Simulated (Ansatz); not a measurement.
## Li3N: response to strain

Consider Li₃N (space group P6/mmm, No. 191; a = 3.610 Å, c = 3.856 Å). Axes: x lies along a and z along c of the hexagonal cell.

Strains are applied to the cell and any free atomic positions relax; under biaxial strain the out-of-plane vector relaxes too.

Calculations: r2SCAN (Ansatz, a program for electronic structure, PAW, scalar-relativistic without spin-orbit coupling).

Notes on the quantities. pressure: mean of the normal stresses, compression positive.

| variant | gap character | pressure | smallest direct gap | band gap | volume per atom |
|---|---|---|---|---|---|
| base | indirect, A → Γ | 0.00 GPa | 1.69 eV | 1.48 eV | 10.88 Å³ |
| biaxial strain −4.04 %, plane normal [001], relaxed out of plane | indirect, A → L | 5.44 GPa | 1.73 eV | 1.48 eV | 10.05 Å³ |
| biaxial strain −3.37 %, plane normal [001], relaxed out of plane | indirect, A → L | 4.38 GPa | 1.72 eV | 1.50 eV | 10.19 Å³ |
| biaxial strain −0.43 %, plane normal [001], relaxed out of plane | indirect, A → Γ | 0.48 GPa | 1.70 eV | 1.49 eV | 10.79 Å³ |
| biaxial strain +1.58 %, plane normal [001], relaxed out of plane | indirect, A → Γ | -1.58 GPa | 1.66 eV | 1.44 eV | 11.21 Å³ |
| biaxial strain +2.33 %, plane normal [001], relaxed out of plane | indirect, A → Γ | -2.24 GPa | 1.65 eV | 1.42 eV | 11.37 Å³ |
| biaxial strain +3.03 %, plane normal [001], relaxed out of plane | indirect, A → Γ | -2.81 GPa | 1.63 eV | 1.40 eV | 11.52 Å³ |
| isotropic strain −2.23 % | indirect, A → L | 4.32 GPa | 1.91 eV | 1.56 eV | 10.17 Å³ |
| isotropic strain −0.74 % | indirect, A → Γ | 1.31 GPa | 1.76 eV | 1.55 eV | 10.64 Å³ |
| tensor shear ε_xy = −2.32 % | indirect, Z → Γ | 0.19 GPa | 1.65 eV | 1.45 eV | 10.87 Å³ |

Stability against distortions was not tested. k-point labels follow each cell's own Brillouin zone.
